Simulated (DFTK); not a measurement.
**Ir: single point with PBE**

Ir:

```
Ir
1.0
     0.00000    1.91560    1.91560
     1.91560    0.00000    1.91560
     1.91560    1.91560    0.00000
Ir
1
Cartesian
  0.0000 0.0000 0.0000
```

```json
{"Program": "DFTK 0.8.2", "Task": "single point", "Functional": "PBE", "Potentials or basis": "in-house norm-conserving set (PBE, scalar relativistic)", "Cutoff": "925 eV", "k mesh": "12 × 12 × 12", "Occupations": "fermi-dirac, width 0.05 eV", "Spin": "no spin polarisation"}
```

```json
{
  "Pressure": "11.3 GPa",
  "Band gap on the k mesh": "none (metal or under the smearing width)"
}
```

Levels at points of the mesh, in eV from the Fermi level:
| k point | band 4 | band 5 | band 6 | band 7 | band 8 | band 9 | band 10 | band 11 | band 12 | band 13 |
| --- | --- | --- | --- | --- | --- | --- | --- | --- | --- | --- |
| (0.00, 0.00, 0.00) | -49.38 | -11.22 | -3.96 | -3.96 | -3.96 | -1.24 | -1.24 | 13.53 | 19.08 | 19.08 |
| (-0.50, 0.00, 0.00) | -49.50 | -8.21 | -4.07 | -4.07 | -0.82 | 0.88 | 0.88 | 7.31 | 13.20 | 19.11 |
| (-0.50, -0.50, 0.00) | -49.68 | -8.04 | -7.46 | 0.85 | 1.47 | 1.47 | 1.65 | 10.59 | 11.47 | 11.47 |

Run time: 100 s on 1 thread of Intel(R) Xeon(R) Platinum 8259CL CPU @ 2.50GHz (Skylake/Cascade Lake), on a shared host, peak memory 1.5 GiB.

The run has no spin-orbit coupling, so splittings on Ir are missing.
